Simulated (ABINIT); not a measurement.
Runs of ABINIT 10.8.3 (patched build) on HfB2. It takes space group P6/mmm (No. 191, hexagonal). The conventional cell has a = 3.140 Å, b = 3.140 Å, c = 3.480 Å, α = 90.00°, β = 90.00°, γ = 120.00°. Hf (site symmetry 6/mmm) is surrounded by 12 B at 2.51 Å. B (site symmetry -6m2) has 3 B at 1.81 Å as nearest neighbours. 

```csv
potentials or basis,cutoff (eV),fine-grid cutoff,gap on the mesh (eV),pressure (GPa)
"Ansatz PAW PBE default generated set, frozen core",490,979.61 eV,none,-0.8
JTH PAW PBE v2.0,626,1224.51 eV,none,(a)
PseudoDojo NC SR PBE v0.4.1 standard,1252,-,none,-0.6
SG15 NC PBE v1.2,980,-,none,-8.7
```

Alike in all rows: task band structure; level r2SCAN; no spin polarisation; cell as given; k mesh 10 × 10 × 8; smearing fermi-dirac 0.05 eV.

Problem. Estimate the missing entries.

Solution. (a) -0.5.

Caveats: spin-orbit coupling is left out, which moves the levels of the heavy elements; the PAW data sets were made with another functional, which shifts forces and pressure a little (some runs); the potentials were made for another functional, which shifts forces and pressure (some runs); the atomic spheres overlap (some runs); a meta-GGA on potentials with a model core is unreliable (some runs).

A k mesh can miss the band edges, and the runs leave out spin-orbit coupling on Hf.

A gap of «none» marks a metal or a gap under the smearing width.

The runs don't all hold the same shells in valence.
